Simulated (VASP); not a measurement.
Set up this calculation in VASP 6.6.1, as the native input.

```yaml
Task: single point
Functional: PBE
Potentials_or_basis: VASP PAW PBE potentials, release 64 (Ca_sv, F)
Cutoff: 520 eV
k_mesh: 8 × 8 × 8
Occupations: gaussian, width 0.01 eV
Spin: no spin polarisation
Dipole_correction: no
Further_INCAR_settings: ALGO = Normal; EDIFF = 1e-07; NBANDS = 19
```

The structure of CaF2 lies in POSCAR:

```
CaF2
1.0
    0.0000000000      2.7558810503      2.7558810503
    2.7558810503      0.0000000000      2.7558810503
    2.7558810503      2.7558810503      0.0000000000
Ca F
1 2
Direct
    0.0000000000      0.0000000000      0.0000000000
    0.7500000000      0.7500000000      0.7500000000
    0.2500000000      0.2500000000      0.2500000000
```

The cell comes from a database or a generator and needn't be the stable form of this composition.

These files were run (other wordings do the same):

INCAR

```
SYSTEM = CaF2
PREC = Accurate ; ENCUT = 520
EDIFF = 1E-7 ; ISMEAR = 0
SIGMA = 0.01 ; LREAL = .False.
LASPH = .True. ; NELM = 100
ALGO = Normal ; ISIF = 2
LWAVE = .False. ; LCHARG = .False.
GGA = PE ; NBANDS = 19
```

KPOINTS

```
regular mesh
0
Gamma
  8 8 8
  0 0 0
```

Potentials or basis: VASP PAW PBE potentials, release 64 (Ca_sv, F).

Command:

```sh
$ cat potpaw_PBE.64/Ca_sv/POTCAR potpaw_PBE.64/F/POTCAR > POTCAR
$ mpirun -np 1 vasp_std > vasp.out
```

Results of the run:

```yaml
Pressure: 0.2 GPa
Band_gap_on_the_k_mesh: 7.12 eV, indirect (least direct gap 7.37 eV)
```

Run time: 26 s on 1 thread of AMD EPYC 7R13 Processor (Zen 3), with other jobs on the host, peak memory 0.14 GiB.
